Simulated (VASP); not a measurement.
# BAs (F-43m) in VASP: single point with PBEsol

Aim: the single point of BAs with PBEsol.

Program: VASP 6.6.1. These are calculated values, not measurements. Logs are shortened: lines on timing, memory, paths and dates and some standing lists are left out, and cuts for length are marked.

**1. The structure**

It takes space group F-43m (No. 216, cubic). The conventional cell has a = 4.777 Å, b = 4.777 Å, c = 4.777 Å, α = 90.00°, β = 90.00°, γ = 90.00°. Around B (site symmetry -43m) lie 4 As at 2.07 Å. As (site symmetry -43m) has 4 B at 2.07 Å as nearest neighbours.

**2. Single point, PBEsol**

Input file INCAR:

```
PREC = Accurate
ENCUT = 520
EDIFF = 1E-6
ISMEAR = 0
SIGMA = 0.1
LREAL = False
LASPH = True
NELM = 100
ALGO = Normal
ISIF = 2
LWAVE = False
LCHARG = False
GGA = PS
NBANDS = 11
```

Input file KPOINTS:

```
Automatic mesh
0
Gamma
  6 6 6
```

Input file POSCAR:

```
BAs
1.0
    0.0000000000      2.3885000000      2.3885000000
    2.3885000000      0.0000000000      2.3885000000
    2.3885000000      2.3885000000      0.0000000000
B As
1 1
Direct
    0.0000000000      0.0000000000      0.0000000000
    0.7500000000      0.7500000000      0.7500000000
```

Potentials or basis: VASP PAW PBE potentials, release 64 (B, As).

Run with:

```sh
cat potpaw_PBE.64/B/POTCAR potpaw_PBE.64/As/POTCAR > POTCAR
mpirun -np 1 vasp_std > vasp.out
```

OUTCAR:

```text
PREC = Accurate
   ENCUT = 520
   EDIFF = 1E-6
   ISMEAR = 0
   LREAL = False
   LASPH = True
   NELM = 100
   ISIF = 2
   GGA = PS

 ion  position               nearest neighbor table
   1  0.000  0.000  0.000-   2 2.07   2 2.07   2 2.07   2 2.07
   2  0.750  0.750  0.750-   1 2.07   1 2.07   1 2.07   1 2.07

  LATTYP: Found a face centered cubic cell.
 ALAT       =     4.7770000000

  Lattice vectors:

 A1 = (   0.0000000000,   2.3885000000,   2.3885000000)
 A2 = (   2.3885000000,   0.0000000000,   2.3885000000)
 A3 = (   2.3885000000,   2.3885000000,   0.0000000000)

Analysis of symmetry for initial positions (statically):
=====================================================================
 Subroutine PRICEL returns:
 Original cell was already a primitive cell.

 Routine SETGRP: Setting up the symmetry group for a
 face centered cubic supercell.

 Subroutine GETGRP returns: Found 24 space group operations
 (whereof 24 operations were pure point group operations)
 out of a pool of 48 trial point group operations.

The static configuration has the point symmetry T_d .

Analysis of symmetry for dynamics (positions and initial velocities):
=====================================================================
 Subroutine PRICEL returns:
 Original cell was already a primitive cell.

 Routine SETGRP: Setting up the symmetry group for a
 face centered cubic supercell.

 Subroutine GETGRP returns: Found 24 space group operations
 (whereof 24 operations were pure point group operations)
 out of a pool of 48 trial point group operations.

The dynamic configuration has the point symmetry T_d .

 Subroutine INISYM returns: Found 24 space group operations
 (whereof 24 operations are pure point group operations),
 and found     1 'primitive' translations

----------------------------------------------------------------------------------------

                                     Primitive cell

  volume of cell :      27.2525

  direct lattice vectors                    reciprocal lattice vectors
     0.000000000  2.388500000  2.388500000    -0.209336404  0.209336404  0.209336404
     2.388500000  0.000000000  2.388500000     0.209336404 -0.209336404  0.209336404
     2.388500000  2.388500000  0.000000000     0.209336404  0.209336404 -0.209336404

  length of vectors
     3.377849094  3.377849094  3.377849094     0.362581287  0.362581287  0.362581287

  position of ions in fractional coordinates (direct lattice)
     0.000000000  0.000000000  0.000000000
     0.750000000  0.750000000  0.750000000

  ion indices of the primitive-cell ions
   primitive index   ion index
                 1           1
                 2           2

----------------------------------------------------------------------------------------

 KPOINTS: Automatic mesh

Automatic generation of k-mesh.
 Grid dimensions read from file:
 generate k-points for:    6    6    6

 Generating k-lattice:

  Cartesian coordinates                     Fractional coordinates (reciprocal lattice)
    -0.034889401  0.034889401  0.034889401     0.166666667  0.000000000  0.000000000
     0.034889401 -0.034889401  0.034889401     0.000000000  0.166666667  0.000000000
     0.034889401  0.034889401 -0.034889401     0.000000000  0.000000000  0.166666667

  Length of vectors
     0.060430214  0.060430214  0.060430214

  Shift w.r.t. Gamma in fractional coordinates (k-lattice)
     0.000000000  0.000000000  0.000000000

 Subroutine IBZKPT returns following result:
 ===========================================

 Found     16 irreducible k-points:

 Following reciprocal coordinates:
            Coordinates               Weight
  0.000000  0.000000  0.000000      1.000000
  0.166667  0.000000  0.000000      8.000000
  0.333333  0.000000  0.000000      8.000000
  0.500000  0.000000  0.000000      4.000000
  0.166667  0.166667  0.000000      6.000000
  0.333333  0.166667  0.000000     24.000000
[... 8 lines left out ...]
 -0.333333  0.333333  0.166667     24.000000
 -0.333333  0.500000  0.166667     12.000000
   k-points           NKPTS =     16   k-points in BZ     NKDIM =     16   number of bands    NBANDS=     11
   number of dos      NEDOS =    301   number of ions     NIONS =      2
   total plane-waves  NPLWV =  21952
   dimension x,y,z NGX =    28 NGY =   28 NGZ =   28
   dimension x,y,z NGXF=    56 NGYF=   56 NGZF=   56
   ions per type =               1   1
   NGX,Y,Z   is equivalent  to a cutoff of  13.78, 13.78, 13.78 a.u.
   NGXF,Y,Z  is equivalent  to a cutoff of  27.56, 27.56, 27.56 a.u.
 SYSTEM =  unknown system
   PREC   = accura    normal or accurate (medium, high low for compatibility)
   ISTART =      0    job   : 0-new  1-cont  2-samecut
   ICHARG =      2    charge: 1-file 2-atom 10-const
   ISPIN  =      1    spin polarized calculation?
   LNONCOLLINEAR =      F non collinear calculations
   LSORBIT =      F    spin-orbit coupling
   LASPH  =      T    aspherical Exc in radial PAW
   ENCUT  =  520.0 eV  38.22 Ry    6.18 a.u.   6.28  6.28  6.28*2*pi/ulx,y,z
   NELM   =    100;   NELMIN=  2; NELMDL= -5     # of ELM steps
   EDIFF  = 0.1E-05   stopping-criterion for ELM
   LREAL  =      F    real-space projection
   EDIFFG = 0.1E-04   stopping-criterion for IOM
   NSW    =      0    number of steps for IOM
   IBRION =     -1    ionic relax: 0-MD 1-quasi-New 2-CG
   NFREE  =      0    steps in history (QN), initial steepest desc. (CG)
   ISIF   =      2    stress and relaxation
   ISYM   =      2    0-nonsym 1-usesym 2-fastsym
   POTIM  = 0.5000    time-step for ionic-motion
   TEBEG  =    0.0;   TEEND  =   0.0 temperature during run
   PSTRESS=    0.0 pullay stress
   NELECT =       8.0000    total number of electrons
   NUPDOWN=      -1.0000    fix difference up-down
   EMIN   =  10.00;   EMAX   =-10.00  energy-range for DOS
   EFERMI =   0.00;   METHOD = LEGACY
   ISMEAR =     0;   SIGMA  =   0.10  broadening in eV -4-tet -1-fermi 0-gaus
   EFERMI_NEDOS =   21; number of points for ismear=-14 and -15
   IALGO  =     38    algorithm
   IMIX   =      4    mixing-type and parameters
     AMIX     =   0.40;   BMIX     =  1.00
     AMIX_MAG =   1.60;   BMIX_MAG =  1.00
  volume/ion in A,a.u.               =      13.63        91.95
  Fermi-wavevector in a.u.,A,eV,Ry     =   1.088018  2.056057 16.106360  1.183784
  Thomas-Fermi vector in A             =   2.224191
   LORBIT       =      0    0 simple, 1 ext, 2 COOP (PROOUT), +10 PAW based schemes
   GGA     = PS    functional components
   LHFCALC =     F    Hartree Fock is set to
   AEXX    =    0.0000 exact exchange contribution
   IVDW    =     0    specifies the selected vdW correction
   LEPSILON=     F    determine dielectric tensor
   LRPA    =     F    only Hartree local field effects (RPA)
 non-spin polarized calculation
 Gauss-broadening in eV      SIGMA  =   0.10
  energy-cutoff  :      520.00
  volume of cell :       27.25
 maximum number of plane-waves:       754
 NGX is ok and might be reduce to    28
   NGX = 13   NGY = 13   NGZ = 13

 number of electron       8.0000000 magnetization

 Free energy of the ion-electron system (eV)
  ---------------------------------------------------
  ext. energy  EPLUGINS =         0.00000000
  ---------------------------------------------------
  free energy    TOTEN  =       -12.18423511 eV

  energy without entropy =      -12.18423511  energy(sigma->0) =      -12.18423511

 E-fermi :   6.4710     XC(G=0): -10.7284

 val. band max:        6.0504427181   @ k =   0.0000   0.0000   0.0000
 cond. band min:       7.2303351602   @ k =   0.3333   0.3333   0.0000
 fundamental gap:      1.1798924422
 Fermi energy:         6.4709915251

 k-point     1 :       0.0000    0.0000    0.0000
  band No.  band energies     occupation
      1      -9.3888      2.00000
      2       6.0504      2.00000
      3       6.0504      2.00000
      4       6.0504      2.00000
      5       9.2875      0.00000
      6       9.2875      0.00000
      7       9.2875      0.00000
      8      10.7323      0.00000
      9      15.3940      0.00000
     10      18.9770      0.00000
     11      18.9770      0.00000

 k-point     2 :       0.1667    0.0000    0.0000
  band No.  band energies     occupation
      1      -8.9348      2.00000
      2       3.0729      2.00000
      3       5.3626      2.00000
      4       5.3626      2.00000
      5       9.3103      0.00000
      6      10.1793      0.00000
      7      10.1793      0.00000
      8      12.6763      0.00000
      9      16.8394      0.00000
     10      17.2572      0.00000
     11      17.2572      0.00000

 k-point     3 :       0.3333    0.0000    0.0000
  band No.  band energies     occupation
      1      -7.6643      2.00000
      2      -0.7261      2.00000
      3       4.5259      2.00000
      4       4.5259      2.00000
      5       8.8727      0.00000
      6      10.8316      0.00000
      7      10.8316      0.00000
      8      14.6285      0.00000
      9      17.3572      0.00000
     10      17.9980      0.00000
     11      17.9980      0.00000

 k-point     4 :       0.5000    0.0000    0.0000
  band No.  band energies     occupation
      1      -6.5037      2.00000
      2      -2.7848      2.00000
      3       4.2202      2.00000
      4       4.2202      2.00000
      5       8.7030      0.00000
      6      10.7733      0.00000
      7      10.7733      0.00000
      8      14.7529      0.00000
      9      18.6044      0.00000
     10      20.5453      0.00000
     11      20.5453      0.00000
[... 127 lines left out ...]
 k-point    14 :       0.5000    0.3333    0.1667
  band No.  band energies     occupation
      1      -6.5808      2.00000
      2      -0.7131      2.00000
      3       1.1292      2.00000
      4       2.8030      2.00000
      5       9.7647      0.00000
      6      11.1524      0.00000
      7      11.8575      0.00000
      8      15.0648      0.00000
      9      17.4177      0.00000
     10      19.6893      0.00000
     11      22.0287      0.00000

 k-point    15 :      -0.3333    0.3333    0.1667
  band No.  band energies     occupation
      1      -5.5488      2.00000
      2      -2.0128      2.00000
      3       0.5880      2.00000
      4       2.1459      2.00000
      5      10.3066      0.00000
      6      11.2200      0.00000
      7      13.4588      0.00000
      8      14.8785      0.00000
      9      16.2221      0.00000
     10      20.4385      0.00000
     11      22.2318      0.00000

 k-point    16 :      -0.3333    0.5000    0.1667
  band No.  band energies     occupation
      1      -5.0719      2.00000
      2      -2.1501      2.00000
      3       0.8440      2.00000
      4       1.0381      2.00000
      5       9.7460      0.00000
      6       9.9440      0.00000
      7      14.6605      0.00000
      8      14.8672      0.00000
      9      18.3056      0.00000
     10      21.6333      0.00000
     11      21.8041      0.00000

------------------------ aborting loop because EDIFF is reached ----------------------------------------

  FORCE on cell =-STRESS in cart. coord.  units (eV):
  Direction    XX          YY          ZZ          XY          YZ          ZX
  --------------------------------------------------------------------------------------
  -------------------------------------------------------------------------------------
  Total        0.0161235      0.0161235      0.0161235      0.0000000      0.0000000     -0.0000000
  in kB        0.9479018      0.9479018      0.9479018      0.0000000      0.0000000     -0.0000000
  external PRESSURE =       0.9479018 kB  Pullay stress =       0.0000000 kB

 VOLUME and BASIS-vectors are now :
 -----------------------------------------------------------------------------
  energy-cutoff  :      520.00
  volume of cell :       27.25
      direct lattice vectors                 reciprocal lattice vectors
     0.000000000  2.388500000  2.388500000    -0.209336404  0.209336404  0.209336404
     2.388500000  0.000000000  2.388500000     0.209336404 -0.209336404  0.209336404
     2.388500000  2.388500000  0.000000000     0.209336404  0.209336404 -0.209336404

 POSITION                                       TOTAL-FORCE (eV/Angst)
 -----------------------------------------------------------------------------------
      0.00000      0.00000      0.00000         0.000000     -0.000000     -0.000000
      3.58275      3.58275      3.58275        -0.000000      0.000000      0.000000
 -----------------------------------------------------------------------------------
    total drift:                                0.000000      0.000000      0.000000

  FREE ENERGIE OF THE ION-ELECTRON SYSTEM (eV)
  ---------------------------------------------------
  free  energy   TOTEN  =       -12.1842351115 eV

  energy  without entropy=      -12.1842351114  energy(sigma->0) =      -12.18423511
```

Run time: 3.7 s. Hardware: 1 thread of Intel Xeon 6975P-C (Granite Rapids), shared host; peak memory 0.15 GiB.

Results:

- Free energy: -12.1842 eV
- Pressure: 0.1 GPa
- Band gap on the k mesh: 1.18 eV, indirect (least direct gap 3.24 eV)

Levels at points of the mesh, in eV from the valence-band top:
```
           k point  band 2  band 3  band 4  band 5  band 6  band 7
(0.00, 0.00, 0.00)    0.00    0.00    0.00    3.24    3.24    3.24
(0.50, 0.00, 0.00)   -8.84   -1.83   -1.83    2.65    4.72    4.72
(0.50, 0.50, 0.00)   -8.53   -4.11   -4.11    1.31    1.33   11.34
```

Caveat: the PAW data sets were made with another functional, which shifts forces and pressure a little.
